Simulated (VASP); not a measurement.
**Au: single point with PBE**

Au:

```
Au
1.0
     3.43336    0.00000    0.00000
     0.00000    3.23920    0.00000
     0.00000    0.00000    3.23920
Au
2
Direct
  0.00000 0.00000 0.00000
  0.50000 0.50000 0.50000
```

The cell isn't the ideal one: uniaxial strain along a, b, c and atoms relaxed: +4.0 %.

- Program: VASP 6.6.1
- Task: single point
- Functional: PBE
- Potentials or basis: VASP PAW PBE potentials, release 64 (Au)
- Cutoff: 520 eV
- k mesh: 16 × 16 × 16
- Occupations: gaussian, width 0.1 eV
- Spin: no spin polarisation
- Dipole correction: no
- Further INCAR settings: ALGO = Fast; EDIFF = 1e-06; NBANDS = 18

- Pressure: 0.0 GPa
- Band gap on the k mesh: none (metal or under the smearing width)

Stress tensor (GPa, compression positive):
```
 0.25  0.00  0.00
 0.00 -0.13  0.00
 0.00  0.00 -0.13
```

Levels at points of the mesh, in eV from the Fermi level:
```csv
k point,band 9,band 10,band 11,band 12,band 13,band 14
"(0.00, 0.00, 0.00)",-1.83,-1.71,-1.71,5.21,6.81,6.81
"(0.50, 0.00, 0.00)",-3.17,-3.17,-2.31,-2.31,12.89,12.89
"(0.00, 0.50, 0.00)",-3.30,-3.30,-1.66,-1.66,11.91,11.91
"(0.50, 0.50, 0.00)",-1.45,-1.45,-0.49,-0.49,3.12,3.12
"(0.00, 0.50, 0.50)",-1.36,-1.36,-0.17,-0.17,3.57,3.57
"(0.50, 0.50, 0.50)",-2.47,-2.47,2.79,2.79,6.82,6.82
```

Wall time 57 s on 1 thread of Intel(R) Xeon(R) 6975P-C (Granite Rapids), with other jobs on the host, peak memory 0.31 GiB.

The run has no spin-orbit coupling, so splittings on Au are missing.
